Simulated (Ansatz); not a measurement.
# BN (P6_3mc) in Ansatz: notebook, part 3 of 3

Ansatz 0.2.0. The steps go on from the part before.

### 6 Relaxation of cell and atoms, PBEsol, target pressure 30 GPa, at which the enthalpy is minimised

The input, input.yaml:

```yaml
crystal:
  lattice:
    - [2.5539396017, 0.0, 0.0]
    - [-1.2769698009, 2.2117765748, 0.0]
    - [0.0, 0.0, 4.226855]
  atoms:
    - { symbol: "N", position: [0.3333333333, 0.6666666667, 0.125276] }
    - { symbol: "N", position: [0.6666666667, 0.3333333333, 0.625276] }
    - { symbol: B, position: [0.3333333333, 0.6666666667, 0.499724] }
    - { symbol: B, position: [0.6666666667, 0.3333333333, 0.999724] }
kpoints:
  mp_grid: { grid: [12, 12, 6] }
scf:
  occupations: { method: fermi_dirac, width: 0.05 }
hamiltonian:
  xc: pbesol
  pseudopotentials: { kind: all_electron, lapw: { basis_error: 0.002 } }
output:
  forces: true
  stress: true
relax:
  f_tol: 0.005
  max_steps: 60
  cell: { p_target: 30 }
```

Potentials or basis: all-electron LAPW, scalar-relativistic.

Launch:

```bash
ansatz run input.yaml --threads 2 --pin off --max-ram 8192MiB --backend cpu --events-out ev --progress --plain --runs-dir out
```

Standard output:

```text
Warning: RAYON_NUM_THREADS=2 ignored (pool sized by the plan → 2); use --threads N
The last accepted step is kept in <dir> (removed where the run ends without a failure and the disk answers)
LAPW: plane waves up to 10.678 Å⁻¹, error target 2.0e-3 eV per atom; small_component_spin mean_spin; B in spheres of 0.714 Å, 5 of its electrons in bands, Dirac shells []; N in spheres of 0.806 Å, 7 of its electrons in bands, Dirac shells [] (how accurate: hamiltonian.pseudopotentials.lapw.basis_error, Limitations)
Engine: ansatz 0.2.0, x86_64-unknown-linux-gnu
Pseudopotentials: kind: all_electron
Pseudopotential: N, LAPW, valence charge 7, lapw/all_electron/scalar/gaussian/N, Koelling and Harmon's equation, gaussian nucleus
Pseudopotential: B, LAPW, valence charge 5, lapw/all_electron/scalar/gaussian/B, Koelling and Harmon's equation, gaussian nucleus
Functional definition: PBEsol
  exchange = pbesol_x
  correlation = pbesol_c
Crystal: 4 atoms, lattice volume = 23.876 Å³
Basis set: ecut = 434.43562982708613 eV, 525 PW (Γ), exchange–correlation at level 2
Bands: 16, of which v1, the nominal top of the filled ones, is band 12 counted from 1 (11 counted from 0)
Symmetry: 12 space group operations
Space group: P63mc (ITA 186), of the structure as read, at distance tolerance 2.9e-5 Å
k-points: 76 of 864 (time reversal used)
Non-local potential: N, projectors of the file, none
Non-local potential: B, projectors of the file, none
Initial density: superposition of atomic densities (chi_scale 0.1, normalization cell, long waves kept (reshape's long-wave potential 0.00 eV rms))
Initial wavefunctions: plane waves of lowest kinetic energy (no species holds an atomic orbital)
[... 65 lines left out ...]
SCF converged after 2 iterations
Free energy (F): -4320.311347 eV
Harris-Foulkes:  -4320.311347 eV  (|F-HF|=2.04e-9)
Internal energy: -4320.311347 eV  (E = F + TS)
E sigma→0 (E₀):  -4320.311347 eV
Fermi energy:    15.252137 eV
--- Per-component energies (eV) ---
  E_band       = -2006.918184
  E_kinetic    = 4315.800755
  E_xc         = -585.871957
  E_electrostatic = -8050.240145  (all electrons and nuclei)
  E_smearing   = -0.000000  (= −TS)
  E_closure    = 0.000000  (closes the sum)
  E_atoms      = -4283.694674  (free atoms, spherical and without spin; not in F)
  Σ components = -4320.311347   (vs F -4320.311347, Δ=0.00e0)
  Basis errors (estimates in eV, not in F): energy 1.2e-3 per atom: plane waves 1.1e-3 (6.6e-4 summed), levels above the bands 1.4e-70, relativity 1.0e-8, radial functions 8.0e-5, core shells 0.0e0; eigenvalues (radial functions only) 4.4e-6; not estimated: angular momenta, meshes, grids; target (lapw.basis_error) 2.0e-3; muffin-tin radii B 0.694 Å, N 0.784 Å
--- Forces (eV/Å), atoms counted from 1 ---
  atom   1  N     -0.00000000    -0.00000000    -0.00069893
  atom   2  N      0.00000000     0.00000000    -0.00069893
  atom   3  B      0.00000000    -0.00000000     0.00072849
  atom   4  B      0.00000000     0.00000000     0.00072849
  max |Σ_I F_I| component: 5.91e-5 eV/Å
--- Stress (GPa, compression-positive) ---
       29.977620      -0.000000       0.000000
       -0.000000      29.977620      -0.000000
        0.000000      -0.000000      30.045122
  P = ⅓ Tr σ = 30.0001 GPa (300.001 kbar)
--- Relaxed structure (5 steps of the walk, 5 accepted, 1 SCFs on fresh bases) ---
  F+E_penalty+E_count = -4320.31134669 eV   max|allowed force component| = 7.137e-4 eV/Å   (the final SCF, on the basis selected at the relaxed cell)
  cell:  # Å, volume = 21.9460 Å³
    - [2.4831141458931567, 2.8066959338043464e-11, 7.117324890294812e-36]
    - [-1.2415570729708851, 2.1504399308259394, -3.558662445217076e-36]
    - [1.1779409457907539e-35, 0.0, 4.1099014342618165]
  atoms:
    - { symbol: N, position: [0.33333333333333326, 0.6666666666666666, 0.12552406215122203] }
    - { symbol: N, position: [0.6666666666666666, 0.33333333333333326, 0.625524062151222] }
    - { symbol: B, position: [0.33333333333333326, 0.6666666666666666, 0.499475937848778] }
    - { symbol: B, position: [0.6666666666666666, 0.33333333333333326, 0.9994759378487778] }
```

It took 33 s on 2 threads of Intel Xeon Platinum 8259CL at 2.50GHz (Skylake/Cascade Lake), shared host; peak memory 0.38 GiB.

Results:

```
Free energy                                            : -4320.3113 eV
Relaxed volume                                         : 5.49 Å³/atom
Relaxed cell                                           : a = 2.483 Å, b = 2.483 Å, c = 4.110 Å, α = 90.00°, β = 90.00°, γ = 120.00°
Space group after relaxing (to 0.05 Å)                 : P6_3mc (No. 186)
Energy change on relaxing (the enthalpy is what falls) : +32.9 meV/atom
Ionic steps                                            : 6
Pressure after relaxing                                : 30.0 GPa
Band gap on the k mesh                                 : 4.79 eV
```

The path:
| step | energy change (eV) | largest force (eV/Å) | volume (Å³) |
| --- | --- | --- | --- |
| 1 | 0.0000 | 0.0135 | 23.88 |
| 2 | 0.0403 | 0.0069 | 22.57 |
| 3 | 0.1445 | 0.0082 | 21.88 |
| 4 | 0.1310 | 0.0035 | 21.95 |
| 5 | 0.1315 | 0.0006 | 21.95 |
| 6 | 0.1315 | 0.0007 | 21.95 |

Final structure:
```
N B
1.0
     2.48311    0.00000    0.00000
    -1.24156    2.15044    0.00000
     0.00000    0.00000    4.10990
N B
2 2
Cartesian
  0.0000 1.4336 0.5159
  1.2416 0.7168 2.5708
  0.0000 1.4336 2.0528
  1.2416 0.7168 4.1077
```

### 7 The runs side by side

| cell | gap on the mesh (eV) | pressure (GPa) |
| --- | --- | --- |
| relaxed | 4.95 | 0.0 |
| relaxed to 5 GPa | 4.93 | 5.0 |
| relaxed to 10 GPa | 4.90 | 10.0 |
| relaxed to 20 GPa | 4.85 | 20.0 |
| relaxed to 30 GPa | 4.79 | 30.0 |

Alike in all rows: task relaxation of cell and atoms; level PBEsol; potentials or basis all-electron LAPW, scalar-relativistic; no spin polarisation; k mesh 12 × 12 × 6; smearing fermi-dirac 0.05 eV; basis error allowed 0.002 eV/atom.

Compare energies only between runs with the same functional and basis.
